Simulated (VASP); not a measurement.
# ZnO (P6_3mc) in VASP: further runs, part 2 of 2

VASP 6.6.1. The steps go on from the part before.

**3. Band structure, PBE+D3(BJ)**

INCAR

```
SYSTEM = ZnO
PREC = Accurate
ENCUT = 520
EDIFF = 1E-7
ISMEAR = 0
SIGMA = 0.03
LREAL = .False.
LASPH = .True.
NELM = 80
ALGO = Fast
ISIF = 2
LWAVE = .False.
LCHARG = .False.
GGA = PE
IVDW = 12
NBANDS = 26
ICORELEVEL = 1
```

KPOINTS

```
Automatic mesh
0
Gamma
  9 9 5
  0 0 0
```

POSCAR

```
ZnO                                     
1.0
    3.2620320625     -0.0000000000      0.0000000000
   -1.6310160313      2.8250026313      0.0000000000
    0.0000000000     -0.0000000000      5.2646513115
  Zn              O             
     2     2
Direct
     0.3333333300000021    0.6666666699999979    0.4999423884597017
     0.6666666699999979    0.3333333300000021    0.9999423884597017
     0.6666666699999979    0.3333333300000021    0.3790676115402992
     0.3333333300000021    0.6666666699999979    0.8790676115402992
```

KPOINTS_OPT

```
explicit points
96
Reciprocal
 0.0000000000  0.0000000000  0.0000000000 1
 0.0555555556  0.0000000000  0.0000000000 1
 0.1111111111  0.0000000000  0.0000000000 1
 0.1666666667  0.0000000000  0.0000000000 1
 0.2222222222  0.0000000000  0.0000000000 1
 0.2777777778  0.0000000000  0.0000000000 1
 0.3333333333  0.0000000000  0.0000000000 1
 0.3888888889  0.0000000000  0.0000000000 1
 0.4444444444  0.0000000000  0.0000000000 1
 0.5000000000  0.0000000000  0.0000000000 1
 0.5000000000  0.0000000000  0.0000000000 1
 0.4814814815  0.0370370370  0.0000000000 1
 0.4629629630  0.0740740741  0.0000000000 1
 0.4444444444  0.1111111111  0.0000000000 1
 0.4259259259  0.1481481481  0.0000000000 1
 0.4074074074  0.1851851852  0.0000000000 1
 0.3888888889  0.2222222222  0.0000000000 1
 0.3703703703  0.2592592592  0.0000000000 1
 0.3518518518  0.2962962963  0.0000000000 1
 0.3333333333  0.3333333333  0.0000000000 1
 0.3333333333  0.3333333333  0.0000000000 1
 0.2962962963  0.2962962963  0.0000000000 1
 0.2592592592  0.2592592592  0.0000000000 1
 0.2222222222  0.2222222222  0.0000000000 1
 0.1851851852  0.1851851852  0.0000000000 1
 0.1481481481  0.1481481481  0.0000000000 1
 0.1111111111  0.1111111111  0.0000000000 1
 0.0740740741  0.0740740741  0.0000000000 1
 0.0370370370  0.0370370370  0.0000000000 1
 0.0000000000  0.0000000000  0.0000000000 1
 0.0000000000  0.0000000000  0.0000000000 1
 0.0000000000  0.0000000000  0.0555555556 1
 0.0000000000  0.0000000000  0.1111111111 1
 0.0000000000  0.0000000000  0.1666666667 1
 0.0000000000  0.0000000000  0.2222222222 1
 0.0000000000  0.0000000000  0.2777777778 1
 0.0000000000  0.0000000000  0.3333333333 1
 0.0000000000  0.0000000000  0.3888888889 1
 0.0000000000  0.0000000000  0.4444444444 1
 0.0000000000  0.0000000000  0.5000000000 1
 0.0000000000  0.0000000000  0.5000000000 1
 0.0555555556  0.0000000000  0.5000000000 1
 0.1111111111  0.0000000000  0.5000000000 1
 0.1666666667  0.0000000000  0.5000000000 1
 0.2222222222  0.0000000000  0.5000000000 1
 0.2777777778  0.0000000000  0.5000000000 1
 0.3333333333  0.0000000000  0.5000000000 1
 0.3888888889  0.0000000000  0.5000000000 1
 0.4444444444  0.0000000000  0.5000000000 1
 0.5000000000  0.0000000000  0.5000000000 1
 0.5000000000  0.0000000000  0.5000000000 1
 0.4814814815  0.0370370370  0.5000000000 1
 0.4629629630  0.0740740741  0.5000000000 1
 0.4444444444  0.1111111111  0.5000000000 1
 0.4259259259  0.1481481481  0.5000000000 1
 0.4074074074  0.1851851852  0.5000000000 1
 0.3888888889  0.2222222222  0.5000000000 1
 0.3703703703  0.2592592592  0.5000000000 1
 0.3518518518  0.2962962963  0.5000000000 1
 0.3333333333  0.3333333333  0.5000000000 1
 0.3333333333  0.3333333333  0.5000000000 1
 0.2962962963  0.2962962963  0.5000000000 1
 0.2592592592  0.2592592592  0.5000000000 1
 0.2222222222  0.2222222222  0.5000000000 1
 0.1851851852  0.1851851852  0.5000000000 1
 0.1481481481  0.1481481481  0.5000000000 1
 0.1111111111  0.1111111111  0.5000000000 1
 0.0740740741  0.0740740741  0.5000000000 1
 0.0370370370  0.0370370370  0.5000000000 1
 0.0000000000  0.0000000000  0.5000000000 1
 0.5000000000  0.0000000000  0.5000000000 1
 0.5000000000  0.0000000000  0.4444444444 1
 0.5000000000  0.0000000000  0.3888888889 1
 0.5000000000  0.0000000000  0.3333333333 1
 0.5000000000  0.0000000000  0.2777777778 1
 0.5000000000  0.0000000000  0.2222222222 1
 0.5000000000  0.0000000000  0.1666666667 1
 0.5000000000  0.0000000000  0.1111111111 1
 0.5000000000  0.0000000000  0.0555555556 1
 0.5000000000  0.0000000000  0.0000000000 1
 0.3333333333  0.3333333333  0.0000000000 1
 0.3333333333  0.3333333333  0.0555555556 1
 0.3333333333  0.3333333333  0.1111111111 1
 0.3333333333  0.3333333333  0.1666666667 1
 0.3333333333  0.3333333333  0.2222222222 1
 0.3333333333  0.3333333333  0.2777777778 1
 0.3333333333  0.3333333333  0.3333333333 1
 0.3333333333  0.3333333333  0.3888888889 1
 0.3333333333  0.3333333333  0.4444444444 1
 0.3333333333  0.3333333333  0.5000000000 1
 0.0000000000  0.0000000000  0.0000000000 1
 0.0000000000  0.0000000000  0.5000000000 1
 0.3333333333  0.3333333333  0.5000000000 1
 0.3333333333  0.3333333333  0.0000000000 1
 0.5000000000  0.0000000000  0.5000000000 1
 0.5000000000  0.0000000000  0.0000000000 1
```

Potentials or basis: VASP PAW PBE potentials, release 64 (Zn, O).

Started as:

```console
$ cat potpaw_PBE.64/Zn/POTCAR potpaw_PBE.64/O/POTCAR > POTCAR
$ mpirun -np 1 vasp_std > vasp.out
```

Wall time 33 s (1 thread of Intel Xeon 6975P-C (Granite Rapids), shared host); peak memory 0.21 GiB.

Results (log left out):

```yaml
Free_energy: -18.7298 eV
Pressure: 0.2 GPa
Largest_force: 0.004 eV/Å
Band_gap_on_the_k_mesh: 0.75 eV, direct
Band_gap_along_the_path: 0.75 eV, direct
Dispersion_energy_per_atom: -0.220 eV
```

Forces in eV/Å, atoms in the order of the input:
```
Zn   0.000  0.000  0.004
Zn   0.000  0.000  0.004
O    0.000  0.000 -0.004
O    0.000  0.000 -0.004
```

Levels at the corners of the path, in eV from the valence-band top:
| point | band 15 | band 16 | band 17 | band 18 | band 19 | band 20 | band 21 | band 22 |
| --- | --- | --- | --- | --- | --- | --- | --- | --- |
| Γ | -0.77 | -0.08 | 0.00 | 0.00 | 0.75 | 5.15 | 8.13 | 12.81 |
| M | -2.77 | -2.20 | -1.26 | -0.81 | 5.69 | 6.84 | 7.55 | 8.38 |
| M | -2.77 | -2.20 | -1.26 | -0.81 | 5.69 | 6.84 | 7.55 | 8.38 |
| K | -3.49 | -1.88 | -1.88 | -1.69 | 7.58 | 7.58 | 7.66 | 8.11 |
| K | -3.49 | -1.88 | -1.88 | -1.69 | 7.58 | 7.58 | 7.66 | 8.11 |
| Γ | -0.77 | -0.08 | 0.00 | 0.00 | 0.75 | 5.15 | 8.13 | 12.81 |
| Γ | -0.77 | -0.08 | 0.00 | 0.00 | 0.75 | 5.15 | 8.13 | 12.81 |
| A | -0.38 | -0.38 | -0.38 | -0.38 | 3.40 | 3.40 | 9.98 | 9.98 |
| A | -0.38 | -0.38 | -0.38 | -0.38 | 3.40 | 3.40 | 9.98 | 9.98 |
| L | -1.47 | -1.47 | -1.35 | -1.35 | 5.67 | 5.67 | 8.32 | 8.32 |
| L | -1.47 | -1.47 | -1.35 | -1.35 | 5.67 | 5.67 | 8.32 | 8.32 |
| H | -2.63 | -2.63 | -1.22 | -1.22 | 7.87 | 7.87 | 7.97 | 7.97 |
| H | -2.63 | -2.63 | -1.22 | -1.22 | 7.87 | 7.87 | 7.97 | 7.97 |
| A | -0.38 | -0.38 | -0.38 | -0.38 | 3.40 | 3.40 | 9.98 | 9.98 |
| L | -1.47 | -1.47 | -1.35 | -1.35 | 5.67 | 5.67 | 8.32 | 8.32 |
| M | -2.77 | -2.20 | -1.26 | -0.81 | 5.69 | 6.84 | 7.55 | 8.38 |
| K | -3.49 | -1.88 | -1.88 | -1.69 | 7.58 | 7.58 | 7.66 | 8.11 |
| H | -2.63 | -2.63 | -1.22 | -1.22 | 7.87 | 7.87 | 7.97 | 7.97 |

Core levels (eV, on the scale of the bands):
```
atom                                                  levels
1 Zn  1s -9517.3, 2s -1150.8, 2p -996.4, 3s -122.3, 3p -76.5
2 Zn  1s -9517.3, 2s -1150.8, 2p -996.4, 3s -122.3, 3p -76.5
 3 O                                               1s -503.8
 4 O                                               1s -503.8
```

**4. Band structure, PBEsol**

This run uses another cell than the first one, of 11.85 Å³/atom, 0.978 times its volume.

INCAR

```
SYSTEM = ZnO
ALGO = Normal
EDIFF = 1E-6
ENCUT = 520
GGA = PS
ICORELEVEL = 1
ISIF = 2
ISMEAR = 0
LASPH = .True.
LCHARG = .False.
LREAL = .False.
LWAVE = .False.
NBANDS = 26
NELM = 80
PREC = Accurate
SIGMA = 0.03
```

KPOINTS

```
k-points
0
Gamma
  9 9 5
  0 0 0
```

POSCAR

```
ZnO                                     
1.0
    3.2367619565      0.0000000000      0.0000000000
   -1.6183809782      2.8031180777      0.0000000000
    0.0000000000      0.0000000000      5.2238643743
  Zn              O             
     2     2
Direct
     0.3333333300000021    0.6666666699999979    0.4999835625462605
     0.6666666699999979    0.3333333300000021    0.9999835625462604
     0.6666666699999979    0.3333333300000021    0.3790264374537405
     0.3333333300000021    0.6666666699999979    0.8790264374537405
```

KPOINTS_OPT

```
explicit points
141
Reciprocal
 0.0000000000  0.0000000000  0.0000000000 1
 0.0357142857  0.0000000000  0.0000000000 1
 0.0714285714  0.0000000000  0.0000000000 1
 0.1071428571  0.0000000000  0.0000000000 1
 0.1428571429  0.0000000000  0.0000000000 1
 0.1785714286  0.0000000000  0.0000000000 1
[... 133 lines left out ...]
 0.5000000000  0.0000000000  0.5000000000 1
 0.5000000000  0.0000000000  0.0000000000 1
```

Started as:

```console
$ cat potpaw_PBE.64/Zn/POTCAR potpaw_PBE.64/O/POTCAR > POTCAR
$ mpirun -np 1 vasp_std > vasp.out
```

It took 2.2 min on 1 thread of Intel Xeon Platinum 8375C at 2.90GHz (Ice Lake), shared host; peak memory 0.2 GiB.

It converged, with:

```yaml
Free_energy: -19.4117 eV
Pressure: 0.0 GPa
Band_gap_on_the_k_mesh: 0.68 eV, direct
Band_gap_along_the_path: 0.68 eV, direct
```

Levels at the corners of the path, in eV from the valence-band top:
| point | band 16 | band 17 | band 18 | band 19 | band 20 | band 21 |
| --- | --- | --- | --- | --- | --- | --- |
| Γ | -0.09 | 0.00 | 0.00 | 0.68 | 5.13 | 8.08 |
| M | -2.30 | -1.32 | -0.85 | 5.70 | 6.71 | 7.42 |
| M | -2.30 | -1.32 | -0.85 | 5.70 | 6.71 | 7.42 |
| K | -1.95 | -1.95 | -1.77 | 7.48 | 7.65 | 7.65 |
| K | -1.95 | -1.95 | -1.77 | 7.48 | 7.65 | 7.65 |
| Γ | -0.09 | 0.00 | 0.00 | 0.68 | 5.13 | 8.08 |
| Γ | -0.09 | 0.00 | 0.00 | 0.68 | 5.13 | 8.08 |
| A | -0.40 | -0.40 | -0.40 | 3.37 | 3.37 | 9.94 |
| A | -0.40 | -0.40 | -0.40 | 3.37 | 3.37 | 9.94 |
| L | -1.53 | -1.40 | -1.40 | 5.57 | 5.57 | 8.37 |
| L | -1.53 | -1.40 | -1.40 | 5.57 | 5.57 | 8.37 |
| H | -2.73 | -1.28 | -1.28 | 7.86 | 7.86 | 7.88 |
| H | -2.73 | -1.28 | -1.28 | 7.86 | 7.86 | 7.88 |
| A | -0.40 | -0.40 | -0.40 | 3.37 | 3.37 | 9.94 |
| L | -1.53 | -1.40 | -1.40 | 5.57 | 5.57 | 8.37 |
| M | -2.30 | -1.32 | -0.85 | 5.70 | 6.71 | 7.42 |
| K | -1.95 | -1.95 | -1.77 | 7.48 | 7.65 | 7.65 |
| H | -2.73 | -1.28 | -1.28 | 7.86 | 7.86 | 7.88 |

Core levels (eV, on the scale of the bands):
| atom | levels |
| --- | --- |
| 1 Zn | 1s -9517.4, 2s -1150.9, 2p -996.6, 3s -122.4, 3p -76.5 |
| 2 Zn | 1s -9517.4, 2s -1150.9, 2p -996.6, 3s -122.4, 3p -76.5 |
| 3 O | 1s -504.2 |
| 4 O | 1s -504.2 |

Caveat: the PAW data sets were made with another functional, which shifts forces and pressure a little.

**5. Overview**

| level | cell | gap on the mesh (eV) | pressure (GPa) |
| --- | --- | --- | --- |
| rev-vdW-DF2 | P6_3mc, 12.12 Å³/atom | 0.75 | 0.1 |
| PBE+D3(BJ) | P6_3mc, 12.13 Å³/atom | 0.75 | 0.2 |
| PBEsol | P6_3mc, 11.85 Å³/atom | 0.68 | 0.0 |

Alike in all rows: task band structure; potentials or basis VASP PAW PBE potentials, release 64 (Zn, O); no spin polarisation; k mesh 9 × 9 × 5; cutoff (eV) 520; smearing gaussian 0.03 eV.

On the cell as given the gap runs from 0.68 eV (PBEsol) to 0.75 eV (PBE+D3(BJ)).

Caveats: the PAW data sets were made with another functional, which shifts forces and pressure a little (some runs).

Absolute energies hang on the potentials; compare differences alone.

**6. Comparison with measurements**

Step 2. Measured gap of ZnO: 3.37 eV (quoted in “Electronic structure of alkaline earth and post-transition metal oxides”, 2009, arxiv:0908.1581). This calculation gives 0.75 eV (-2.62 eV). So large a miss can be the level of theory's own, or it may mean another phase, state or a wrong row. The value is that of rev-vdW-DF2, without temperature or zero-point motion.

Step 3. Measured gap of ZnO: 3.37 eV (quoted in “Electronic structure of alkaline earth and post-transition metal oxides”, 2009, arxiv:0908.1581). This calculation gives 0.75 eV (-2.62 eV). So large a miss can be the level of theory's own, or it may mean another phase, state or a wrong row. The value is that of PBE+D3(BJ), without temperature or zero-point motion. Semilocal functionals fall short of measured gaps as a rule.

Step 4. Against the measured gap of ZnO, 3.37 eV (quoted in “Electronic structure of alkaline earth and post-transition metal oxides”, 2009, arxiv:0908.1581), the calculated 0.68 eV is off by -2.69 eV. So large a miss can be the level of theory's own, or it may mean another phase, state or a wrong row. The value is that of PBEsol, without temperature or zero-point motion. Semilocal functionals fall short of measured gaps as a rule.
